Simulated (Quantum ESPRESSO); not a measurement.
A run of Quantum ESPRESSO 7.5 is set up as follows.

The input pw.in:

```
&CONTROL
  calculation = 'scf'
  prefix = 'pwscf'
  outdir = './tmp'
  pseudo_dir = './pseudo'
  tprnfor = .true.
  tstress = .true.
  disk_io = 'low'
/
&SYSTEM
  ibrav = 0
  celldm(1) = 8
  nat = 4
  ntyp = 2
  ecutwfc = 88
  nbnd = 24
  occupations = 'smearing'
  smearing = 'fd'
  degauss = 0.00367493
/
&ELECTRONS
  conv_thr = 8d-10
  electron_maxstep = 120
  mixing_beta = 0.5
/
ATOMIC_SPECIES
Al    26.9815 Al_ONCV_PBE-1.2.upf
N     14.0070 N_ONCV_PBE-1.2.upf
CELL_PARAMETERS alat
  0.7353396782450   0.0000000000000   0.0000000000000
 -0.3676698391225   0.6368228417753   0.0000000000000
  0.0000000000000   0.0000000000000   1.1765907283451
ATOMIC_POSITIONS crystal
Al     0.6666666667    0.3333333333    0.5000000000
Al     0.3333333333    0.6666666667    0.0000000000
N      0.6666666667    0.3333333333    0.8800000000
N      0.3333333333    0.6666666667    0.3800000000
K_POINTS automatic
10 10 6 0 0 0
```

The input bands.in:

```
&CONTROL
  calculation = 'bands'
  prefix = 'pwscf'
  outdir = './tmp'
  pseudo_dir = './pseudo'
  disk_io = 'low'
  verbosity = 'high'
/
&SYSTEM
  ibrav = 0
  celldm(1) = 8
  nat = 4
  ntyp = 2
  ecutwfc = 88
  nbnd = 24
  occupations = 'smearing'
  smearing = 'fd'
  degauss = 0.00367493
/
&ELECTRONS
  conv_thr = 1d-08
  electron_maxstep = 120
  mixing_beta = 0.5
  diago_full_acc = .true.
  startingwfc = 'random'
/
ATOMIC_SPECIES
Al    26.9815 Al_ONCV_PBE-1.2.upf
N     14.0070 N_ONCV_PBE-1.2.upf
CELL_PARAMETERS alat
  0.7353396782450   0.0000000000000   0.0000000000000
 -0.3676698391225   0.6368228417753   0.0000000000000
  0.0000000000000   0.0000000000000   1.1765907283451
ATOMIC_POSITIONS crystal
Al     0.6666666667    0.3333333333    0.5000000000
Al     0.3333333333    0.6666666667    0.0000000000
N      0.6666666667    0.3333333333    0.8800000000
N      0.3333333333    0.6666666667    0.3800000000
K_POINTS crystal
60
 0.0000000000  0.0000000000  0.0000000000 1
 0.0714285714  0.0000000000  0.0000000000 1
 0.1428571429  0.0000000000  0.0000000000 1
 0.2142857143  0.0000000000  0.0000000000 1
 0.2857142857  0.0000000000  0.0000000000 1
 0.3571428571  0.0000000000  0.0000000000 1
 0.4285714286  0.0000000000  0.0000000000 1
 0.5000000000  0.0000000000  0.0000000000 1
 0.4583333333  0.0833333333  0.0000000000 1
 0.4166666667  0.1666666667  0.0000000000 1
 0.3750000000  0.2500000000  0.0000000000 1
 0.3333333333  0.3333333333  0.0000000000 1
 0.2962962963  0.2962962963  0.0000000000 1
 0.2592592593  0.2592592593  0.0000000000 1
 0.2222222222  0.2222222222  0.0000000000 1
 0.1851851852  0.1851851852  0.0000000000 1
 0.1481481481  0.1481481481  0.0000000000 1
 0.1111111111  0.1111111111  0.0000000000 1
 0.0740740741  0.0740740741  0.0000000000 1
 0.0370370370  0.0370370370  0.0000000000 1
 0.0000000000  0.0000000000  0.0000000000 1
 0.0000000000  0.0000000000  0.1250000000 1
 0.0000000000  0.0000000000  0.2500000000 1
 0.0000000000  0.0000000000  0.3750000000 1
 0.0000000000  0.0000000000  0.5000000000 1
 0.0625000000  0.0000000000  0.5000000000 1
 0.1250000000  0.0000000000  0.5000000000 1
 0.1875000000  0.0000000000  0.5000000000 1
 0.2500000000  0.0000000000  0.5000000000 1
 0.3125000000  0.0000000000  0.5000000000 1
 0.3750000000  0.0000000000  0.5000000000 1
 0.4375000000  0.0000000000  0.5000000000 1
 0.5000000000  0.0000000000  0.5000000000 1
 0.4666666667  0.0666666667  0.5000000000 1
 0.4333333333  0.1333333333  0.5000000000 1
 0.4000000000  0.2000000000  0.5000000000 1
 0.3666666667  0.2666666667  0.5000000000 1
 0.3333333333  0.3333333333  0.5000000000 1
 0.3030303030  0.3030303030  0.5000000000 1
 0.2727272727  0.2727272727  0.5000000000 1
 0.2424242424  0.2424242424  0.5000000000 1
 0.2121212121  0.2121212121  0.5000000000 1
 0.1818181818  0.1818181818  0.5000000000 1
 0.1515151515  0.1515151515  0.5000000000 1
 0.1212121212  0.1212121212  0.5000000000 1
 0.0909090909  0.0909090909  0.5000000000 1
 0.0606060606  0.0606060606  0.5000000000 1
 0.0303030303  0.0303030303  0.5000000000 1
 0.0000000000  0.0000000000  0.5000000000 1
 0.5000000000  0.0000000000  0.5000000000 1
 0.5000000000  0.0000000000  0.4000000000 1
 0.5000000000  0.0000000000  0.3000000000 1
 0.5000000000  0.0000000000  0.2000000000 1
 0.5000000000  0.0000000000  0.1000000000 1
 0.5000000000  0.0000000000  0.0000000000 1
 0.3333333333  0.3333333333  0.0000000000 1
 0.3333333333  0.3333333333  0.1250000000 1
 0.3333333333  0.3333333333  0.2500000000 1
 0.3333333333  0.3333333333  0.3750000000 1
 0.3333333333  0.3333333333  0.5000000000 1
```

Potentials or basis: SG15 PBE 1.2.

Run with:

```console
$ OMP_NUM_THREADS=1 pw.x -in pw.in > pw.out
$ OMP_NUM_THREADS=1 pw.x -in bands.in > bands.out
```

Question: Estimate the largest force.

Answer: 0.118 eV/Å.

Question: Estimate the pressure.

Answer: 3.1 GPa.

Question: Predict the band gap on the k mesh.

Answer: 4.23 eV, direct.

Levels at the corners of the path, in eV from the valence-band top:
```tsv
point	band 13	band 14	band 15	band 16	band 17	band 18	band 19	band 20
Γ	-0.83	-0.18	-0.18	0.00	4.23	6.69	10.59	11.20
M	-3.34	-2.07	-1.77	-0.66	5.85	5.86	8.22	10.32
K	-3.76	-2.42	-2.38	-2.38	5.09	8.40	9.72	9.72
Γ	-0.83	-0.18	-0.18	0.00	4.23	6.69	10.59	11.20
A	-0.51	-0.51	-0.51	-0.51	6.47	6.47	10.35	10.35
L	-1.44	-1.44	-1.35	-1.35	5.35	5.35	9.34	9.34
H	-3.83	-3.83	-0.79	-0.79	7.46	7.46	7.89	7.89
A	-0.51	-0.51	-0.51	-0.51	6.47	6.47	10.35	10.35
L	-1.44	-1.44	-1.35	-1.35	5.35	5.35	9.34	9.34
M	-3.34	-2.07	-1.77	-0.66	5.85	5.86	8.22	10.32
K	-3.76	-2.42	-2.38	-2.38	5.09	8.40	9.72	9.72
H	-3.83	-3.83	-0.79	-0.79	7.46	7.46	7.89	7.89
```

**Measured values to compare with.**

From “Self-assembly of well-separated AlN nanowires directly on sputtered metallic TiN films”, 2019, arxiv:1910.07391, for a bulk crystal of AlN at 10 K: band gap 6.034 eV (an exciton energy, a little under the gap).

Against the measured gap of AlN, 6.034 eV (an exciton energy, a little under the gap; 10 K; quoted in “Self-assembly of well-separated AlN nanowires directly on sputtered metallic TiN films”, 2019, arxiv:1910.07391), the calculated 4.23 eV is off by -1.80 eV. 2 values of this kind are on record (6.034 to 6.0343 eV); this one was drawn at random. The value is that of PBE, without temperature or zero-point motion. Semilocal functionals fall short of measured gaps as a rule.
